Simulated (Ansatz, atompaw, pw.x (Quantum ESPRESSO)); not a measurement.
# ruthenium (Ru): one change to the PAW (atompaw) potential, in the atom and in the fcc crystal

```
Element                 : Ru
Generator               : atompaw 4.2.0.5
Type                    : PAW
Functional              : PBEsol
Relativity              : scalar-relativistic
Frozen core             : [Kr]
Valence charge          : 8
Reference configuration : 4d7 5s0.5 5p0.5
Partial waves           : 5s (bound): rc 3.00 bohr; 5s channel at 2.8 Ry: rc 2.65 bohr; 5p (bound): rc 3.00 bohr; 5p channel at 1.1 Ry: rc 3.00 bohr; 4d (bound): rc 3.00 bohr; 4d channel at 3.55 Ry: rc 3.00 bohr
Local potential         : ultrasoft scheme with l = 3 at 0 Ry, radius 2.30 bohr
Core correction         : smooth core density matched at 1.90 bohr
Augmentation charge     : besselshape compensation charge, radius 3.00 bohr; PAW radius 3.00 bohr; waves and projectors: custom rrkj gramschmidtortho
```

Change: augmentation sinc compensation charge, radius 3.00 bohr; PAW radius 3.00 bohr; waves and projectors: custom rrkj gramschmidtortho.

Cutoffs, loose and tight: the cutoffs (Ry, on a coarse ladder) from which the occupation-weighted sum of valence levels, in a spherical-Bessel basis at the reference potential, stays within 10 and 1 mRy of its value at 400 Ry. They see the waves, projectors and local potential, not the compensation charge or the core.

Crystal test: fcc Ru in pw.x 7.5, no spin, 15³ k-points, Fermi–Dirac smearing 0.01 Ry, cutoffs set for each file from its atomic test. The reference is all-electron LAPW (Ansatz 0.2.0) with the same functional, mesh and smearing; V0 and B0 come from Birch–Murnaghan fits to the pressures at five volumes. Errors are pseudo minus all-electron; Δ is the rms difference of the E(V) curves that follow from these fits, minima aligned, over ±6 % about the mean V0. Mesh and smearing are coarse, so the numbers serve the comparison and aren't converged zero-temperature values; the lattice is a test structure that the element need not adopt.

All-electron: a0 = 3.770 Å (V0 = 13.40 Å³/atom), B0 = 338.1 GPa.

**Question.** Does the change bring the crystal closer to the all-electron result?

**Answer.** The mean pressure error goes from +1.49 to -2.00 GPa, so the change moves the solid further from the all-electron pressures.

| quantity | base | changed |
| --- | --- | --- |
| outcome (atom) | generated | generated |
| cutoff, loose (atom) | 10 Ry | 10 Ry |
| cutoff, tight (atom) | 18 Ry | 18 Ry |
| bound ghosts (atom) | none | none |
| cutoffs in pw.x (Ry) | 40/400 | 40/400 |
| a0 (Å) | 3.776 | 3.762 |
| a0 error (%) | +0.16 | -0.21 |
| B0 error (%) | -2.8 | +7.7 |
| Δ (meV/atom) | 4.5 | 6.2 |
| mean pressure error (GPa) | +1.49 | -2.00 |

Base: The largest radius (3.00 bohr) exceeds half the bond length (2.52 bohr), so the spheres overlap, which is one possible source of error among others. The logarithmic derivative shows an extra or strongly shifted pseudo pole above the reference energy (s near 0.30 Ry). Changed file: The largest radius (3.00 bohr) exceeds half the bond length (2.52 bohr), so the spheres overlap, which is one possible source of error among others. The logarithmic derivative shows an extra or strongly shifted pseudo pole above the reference energy (s near 0.30 Ry).
